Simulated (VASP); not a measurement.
# Nb (Im-3m) in VASP: single point with PBE0

Aim: the single point of Nb with PBE0.

Everything below comes from runs of VASP 6.6.1. Logs are shortened: lines on timing, memory, paths and dates and some standing lists are left out, and cuts for length are marked.

## 1. The crystal as given

The structure is cubic, space group Im-3m (No. 229). Conventional cell: a = 3.271 Å, b = 3.271 Å, c = 3.271 Å, α = 90.00°, β = 90.00°, γ = 90.00°. Around Nb (site symmetry m-3m) lie 8 Nb at 2.83 Å.

## 2. Single point, PBE0

POSCAR reads:

```
Nb
1.0
   -1.6355100000      1.6355100000      1.6355100000
    1.6355100000     -1.6355100000      1.6355100000
    1.6355100000      1.6355100000     -1.6355100000
Nb
1
Direct
    1.0000000000      1.0000000000      1.0000000000
```

INCAR.step1 reads:

```
  PREC = Accurate
  ENCUT = 520
  EDIFF = 1E-5
  ISMEAR = 0
  SIGMA = 0.1
  LREAL = False
  LASPH = True
  NELM = 100
  ALGO = Normal
  ISIF = 2
  LWAVE = True
  LCHARG = False
  NBANDS = 12
  GGA = PE
```

INCAR.step2 reads:

```
  PREC = Accurate
  ENCUT = 520
  EDIFF = 1E-6
  ISMEAR = 0
  SIGMA = 0.1
  LREAL = False
  LASPH = True
  NELM = 100
  ALGO = Normal
  ISIF = 2
  LWAVE = False
  LCHARG = False
  GGA = PE
  LHFCALC = True
  AEXX = 0.25
  PRECFOCK = Fast
  HFRCUT = -1
  NBANDS = 12
  ISTART = 1
```

KPOINTS reads:

```
regular mesh
0
Gamma
  8 8 8
```

Potentials or basis: VASP PAW PBE potentials, release 64 (Nb_sv).

The run is started by

```sh
$ cat potpaw_PBE.64/Nb_sv/POTCAR > POTCAR
$ cp INCAR.step1 INCAR
$ mpirun -np 1 vasp_std > vasp.out
$ cp INCAR.step2 INCAR
$ mpirun -np 1 vasp_std > vasp.out
```

OUTCAR:

```text
PREC = Accurate
   ENCUT = 520
   EDIFF = 1E-6
   ISMEAR = 0
   LREAL = False
   LASPH = True
   NELM = 100
   ISIF = 2
   GGA = PE
   LHFCALC = True
   AEXX = 0.25
   PRECFOCK = Fast
   ISTART = 1

 ion  position               nearest neighbor table
   1  0.000  0.000  0.000-

  LATTYP: Found a body centered cubic cell.
 ALAT       =     3.2710200000

  Lattice vectors:

 A1 = (  -1.6355100000,   1.6355100000,   1.6355100000)
 A2 = (   1.6355100000,  -1.6355100000,   1.6355100000)
 A3 = (   1.6355100000,   1.6355100000,  -1.6355100000)

Analysis of symmetry for initial positions (statically):
=====================================================================
 Subroutine PRICEL returns:
 Original cell was already a primitive cell.

 Routine SETGRP: Setting up the symmetry group for a
 body centered cubic supercell.

 Subroutine GETGRP returns: Found 48 space group operations
 (whereof 48 operations were pure point group operations)
 out of a pool of 48 trial point group operations.

The static configuration has the point symmetry O_h .

Analysis of symmetry for dynamics (positions and initial velocities):
=====================================================================
 Subroutine PRICEL returns:
 Original cell was already a primitive cell.

 Routine SETGRP: Setting up the symmetry group for a
 body centered cubic supercell.

 Subroutine GETGRP returns: Found 48 space group operations
 (whereof 48 operations were pure point group operations)
 out of a pool of 48 trial point group operations.

The dynamic configuration has the point symmetry O_h .

 Subroutine INISYM returns: Found 48 space group operations
 (whereof 48 operations are pure point group operations),
 and found     1 'primitive' translations

----------------------------------------------------------------------------------------

                                     Primitive cell

  volume of cell :      17.4993

  direct lattice vectors                    reciprocal lattice vectors
    -1.635510000  1.635510000  1.635510000     0.000000000  0.305715037  0.305715037
     1.635510000 -1.635510000  1.635510000     0.305715037  0.000000000  0.305715037
     1.635510000  1.635510000 -1.635510000     0.305715037  0.305715037  0.000000000

  length of vectors
     2.832786416  2.832786416  2.832786416     0.432346351  0.432346351  0.432346351

  position of ions in fractional coordinates (direct lattice)
     0.000000000  0.000000000  0.000000000

  ion indices of the primitive-cell ions
   primitive index   ion index
                 1           1

----------------------------------------------------------------------------------------

 KPOINTS: regular mesh

Automatic generation of k-mesh.
 Grid dimensions read from file:
 generate k-points for:    8    8    8

 Generating k-lattice:

  Cartesian coordinates                     Fractional coordinates (reciprocal lattice)
     0.000000000  0.038214380  0.038214380     0.125000000  0.000000000  0.000000000
     0.038214380  0.000000000  0.038214380     0.000000000  0.125000000  0.000000000
     0.038214380  0.038214380  0.000000000     0.000000000  0.000000000  0.125000000

  Length of vectors
     0.054043294  0.054043294  0.054043294

  Shift w.r.t. Gamma in fractional coordinates (k-lattice)
     0.000000000  0.000000000  0.000000000

 Subroutine IBZKPT returns following result:
 ===========================================

 Found     29 irreducible k-points:

 Following reciprocal coordinates:
            Coordinates               Weight
  0.000000  0.000000  0.000000      1.000000
  0.125000  0.000000  0.000000     12.000000
  0.250000  0.000000  0.000000     12.000000
  0.375000  0.000000  0.000000     12.000000
  0.500000  0.000000  0.000000      6.000000
  0.125000  0.125000  0.000000     24.000000
[... 16 lines left out ...]
 -0.250000  0.250000  0.250000      6.000000
 -0.375000  0.375000  0.250000     24.000000
 [... further k-points ...]
   k-points           NKPTS =     29   k-points in BZ     NKDIM =    512   number of bands    NBANDS=     12
   number of dos      NEDOS =    301   number of ions     NIONS =      1
   total plane-waves  NPLWV =  13824
   dimension x,y,z NGX =    24 NGY =   24 NGZ =   24
   dimension x,y,z NGXF=    48 NGYF=   48 NGZF=   48
   ions per type =               1
   NGX,Y,Z   is equivalent  to a cutoff of  14.08, 14.08, 14.08 a.u.
   NGXF,Y,Z  is equivalent  to a cutoff of  28.17, 28.17, 28.17 a.u.
 SYSTEM =  unknown system
   PREC   = accura    normal or accurate (medium, high low for compatibility)
   ISTART =      1    job   : 0-new  1-cont  2-samecut
   ICHARG =      0    charge: 1-file 2-atom 10-const
   ISPIN  =      1    spin polarized calculation?
   LNONCOLLINEAR =      F non collinear calculations
   LSORBIT =      F    spin-orbit coupling
   LASPH  =      T    aspherical Exc in radial PAW
   ENCUT  =  520.0 eV  38.22 Ry    6.18 a.u.   5.27  5.27  5.27*2*pi/ulx,y,z
   NELM   =    100;   NELMIN=  2; NELMDL=  0     # of ELM steps
   EDIFF  = 0.1E-05   stopping-criterion for ELM
   LREAL  =      F    real-space projection
   EDIFFG = 0.1E-04   stopping-criterion for IOM
   NSW    =      0    number of steps for IOM
   IBRION =     -1    ionic relax: 0-MD 1-quasi-New 2-CG
   NFREE  =      0    steps in history (QN), initial steepest desc. (CG)
   ISIF   =      2    stress and relaxation
   ISYM   =      3    0-nonsym 1-usesym 2-fastsym
   POTIM  = 0.5000    time-step for ionic-motion
   TEBEG  =    0.0;   TEEND  =   0.0 temperature during run
   PSTRESS=    0.0 pullay stress
   NELECT =      13.0000    total number of electrons
   NUPDOWN=      -1.0000    fix difference up-down
   EMIN   =  10.00;   EMAX   =-10.00  energy-range for DOS
   EFERMI =   0.00;   METHOD = LEGACY
   ISMEAR =     0;   SIGMA  =   0.10  broadening in eV -4-tet -1-fermi 0-gaus
   EFERMI_NEDOS =   21; number of points for ismear=-14 and -15
   IALGO  =     38    algorithm
   IMIX   =      1    mixing-type and parameters
     AMIX     =   0.40;   BMIX     =  1.00
     AMIX_MAG =   1.60;   BMIX_MAG =  1.00
  volume/ion in A,a.u.               =      17.50       118.09
  Fermi-wavevector in a.u.,A,eV,Ry     =   1.482687  2.801872 29.910505  2.198360
  Thomas-Fermi vector in A             =   2.596442
   LORBIT       =      0    0 simple, 1 ext, 2 COOP (PROOUT), +10 PAW based schemes
   GGA     = PE    functional components
   LHFCALC =     T    Hartree Fock is set to
   PRECFOCK=fast      Normal, Fast or Accurate (Low or Medium for compatibility)
   ENCUT4O =  -1.0   cutoff for four orbital integrals eV
   NKREDX  =     1    reduce k-point grid by
   NKREDY  =     1    reduce k-point grid by
   NKREDZ  =     1    reduce k-point grid by
   AEXX    =    0.2500 exact exchange contribution
   HFSCREEN=    0.0000 screening length (either q_TF or 0.3 A-1)
   HFSCREENC=   0.0000 screening length for correlation (either q_TF or 0.3 A-1)
   ENCUTFOCK=  -1.0 apply spherical cutoff to Coloumb kernel
   IVDW    =     0    specifies the selected vdW correction
   LEPSILON=     F    determine dielectric tensor
   LRPA    =     F    only Hartree local field effects (RPA)
 non-spin polarized calculation
 Gauss-broadening in eV      SIGMA  =   0.10
  energy-cutoff  :      520.00
  volume of cell :       17.50
 maximum number of plane-waves:       484
 NGX is ok and might be reduce to    24
  NGX = 14; NGY = 14; NGZ = 14

 number of electron      13.0000001 magnetization

 Free energy of the ion-electron system (eV)
  ---------------------------------------------------
  ext. energy  EPLUGINS =         0.00000000
  ---------------------------------------------------
  free energy    TOTEN  =       -12.95186129 eV

  energy without entropy =      -12.94957851  energy(sigma->0) =      -12.95071990

 E-fermi :  11.1964     XC(G=0):  -9.9444

 val. band max:       11.1576204266   @ k =  -0.2500   0.2500   0.1250
 cond. band min:      11.4305962217   @ k =   0.2500   0.0000   0.0000
 fundamental gap:      0.2729757951
 Fermi energy:        11.1963690238

 k-point     1 :       0.0000    0.0000    0.0000
  band No.  band energies     occupation
      1     -47.2022      2.00000
      2     -20.9073      2.00000
      3     -20.9073      2.00000
      4     -20.9073      2.00000
      5       4.0145      2.00000
      6      12.4866      0.00000
      7      12.4866      0.00000
      8      12.4866      0.00000
      9      16.0373      0.00000
     10      16.0373      0.00000
     11      27.0251      0.00000
     12      27.0251      0.00000

 k-point     2 :       0.1250    0.0000    0.0000
  band No.  band energies     occupation
      1     -47.1522      2.00000
      2     -21.1672      2.00000
      3     -20.9787      2.00000
      4     -20.9043      2.00000
      5       4.7477      2.00000
      6      11.8790      0.00000
      7      12.2118      0.00000
      8      13.1649      0.00000
      9      15.4631      0.00000
     10      16.0122      0.00000
     11      27.5592      0.00000
     12      28.2420      0.00000

 k-point     3 :       0.2500    0.0000    0.0000
  band No.  band energies     occupation
      1     -47.0450      2.00000
      2     -21.7785      2.00000
      3     -21.1640      2.00000
      4     -20.9128      2.00000
      5       6.2826      2.00000
      6      10.2480      2.00000
      7      11.4306      0.00092
      8      15.1118      0.00000
      9      15.3747      0.00000
     10      16.1245      0.00000
     11      27.3451      0.00000
     12      29.3569      0.00000
[... 286 lines left out ...]
 k-point    23 :      -0.2500    0.2500    0.2500
  band No.  band energies     occupation
      1     -46.9156      2.00000
      2     -21.8192      2.00000
      3     -21.4491      2.00000
      4     -21.4491      2.00000
      5       8.0702      2.00000
      6       9.9409      2.00000
      7      13.0021      0.00000
      8      13.0021      0.00000
      9      14.9074      0.00000
     10      17.6127      0.00000
     11      27.7454      0.00000
     12      31.7344      0.00000

 k-point    24 :      -0.3750    0.3750    0.2500
  band No.  band energies     occupation
      1     -46.8217      2.00000
      2     -22.1376      2.00000
      3     -21.6425      2.00000
      4     -21.5038      2.00000
      5       8.1951      2.00000
      6       8.8111      2.00000
      7      12.9388      0.00000
      8      13.9446      0.00000
      9      17.1738      0.00000
     10      18.6528      0.00000
     11      27.1602      0.00000
     12      29.1305      0.00000

 [... further k-points ...]

------------------------ aborting loop because EDIFF is reached ----------------------------------------

  FORCE on cell =-STRESS in cart. coord.  units (eV):
  Direction    XX          YY          ZZ          XY          YZ          ZX
  --------------------------------------------------------------------------------------
  -------------------------------------------------------------------------------------
  Total        0.2961966      0.2961966      0.2961966      0.0000000      0.0000000     -0.0000000
  in kB       27.1188362     27.1188362     27.1188362      0.0000000      0.0000000     -0.0000000
  external PRESSURE =      27.1188362 kB  Pullay stress =       0.0000000 kB

 VOLUME and BASIS-vectors are now :
 -----------------------------------------------------------------------------
  energy-cutoff  :      520.00
  volume of cell :       17.50
      direct lattice vectors                 reciprocal lattice vectors
    -1.635510000  1.635510000  1.635510000     0.000000000  0.305715037  0.305715037
     1.635510000 -1.635510000  1.635510000     0.305715037  0.000000000  0.305715037
     1.635510000  1.635510000 -1.635510000     0.305715037  0.305715037  0.000000000

 POSITION                                       TOTAL-FORCE (eV/Angst)
 -----------------------------------------------------------------------------------
      0.00000      0.00000      0.00000         0.000000      0.000000     -0.000000
 -----------------------------------------------------------------------------------
    total drift:                               -0.000000     -0.000000     -0.000000

  FREE ENERGIE OF THE ION-ELECTRON SYSTEM (eV)
  ---------------------------------------------------
  free  energy   TOTEN  =       -12.9518612859 eV

  energy  without entropy=      -12.9495785096  energy(sigma->0) =      -12.95071990
```

Run time: 20 min. Hardware: 1 thread of Intel Xeon Platinum 8259CL at 2.50GHz (Skylake/Cascade Lake), shared host; peak memory 0.16 GiB.

What came out:

| Quantity | Value |
| --- | --- |
| Free energy | -12.9519 eV |
| Pressure | 2.7 GPa |
| Band gap on the k mesh | none (metal or under the smearing width) |

Levels at points of the mesh, in eV from the Fermi level:
| k point | band 3 | band 4 | band 5 | band 6 | band 7 | band 8 | band 9 | band 10 |
| --- | --- | --- | --- | --- | --- | --- | --- | --- |
| (0.00, 0.00, 0.00) | -32.10 | -32.10 | -7.18 | 1.29 | 1.29 | 1.29 | 4.84 | 4.84 |
| (0.50, 0.00, 0.00) | -32.60 | -32.11 | -4.64 | -2.13 | 3.07 | 4.88 | 5.64 | 8.21 |
| (0.50, 0.50, 0.50) | -33.22 | -33.22 | -4.66 | -4.66 | 7.34 | 7.34 | 7.34 | 10.72 |

Caveat: the PAW data sets were made with another functional, which shifts forces and pressure a little.
